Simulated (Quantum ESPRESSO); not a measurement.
Pb under changes of volume

One of the cells (30.323 Å³/atom); the others are scaled copies at fixed shape and fractional positions:

```
Pb
1.0
     0.00000    2.47502    2.47502
     2.47502    0.00000    2.47502
     2.47502    2.47502    0.00000
Pb
1
Cartesian
  0.0000 0.0000 0.0000
```

| Property | Result |
| --- | --- |
| Program | Quantum ESPRESSO 7.5 |
| Functional | LDA |
| Potentials or basis | GBRV 1.5 LDA |
| Cutoff | 612 eV |
| Density cutoff | 4898 eV |
| k mesh | 9 × 9 × 9 |
| Occupations | fermi-dirac, width 0.05 eV |
| Spin | no spin polarisation |

| volume (Å³/atom) | energy over the lowest point (meV/atom) | pressure (GPa) |
| --- | --- | --- |
| 28.503 | ? | ? |
| 29.110 | 0.00 | -0.5 |
| 29.716 | 3.44 | -1.5 |
| 30.323 | 10.59 | -2.4 |
| 30.929 | 20.77 | -3.2 |
| 31.535 | 33.77 | -3.9 |
| 32.142 | 49.08 | -4.5 |

Question: What does the run at 28.503 Å³/atom give?

Answer: Energy over the lowest point 0.94 meV/atom; pressure 0.7 GPa.

Worked out: A Birch-Murnaghan fit of order 3 (a polynomial in V^(-2/3)) to the other rows has its minimum at 28.90 Å³/atom, just outside them, with B0 = V·E''(V) = 55 GPa and B' = 5.8. It gives 0.73 meV/atom at 28.503 Å³/atom, against the run's 0.94, and -dE/dV = 0.8 GPa, against 0.7.

Energies are extrapolated to zero smearing.
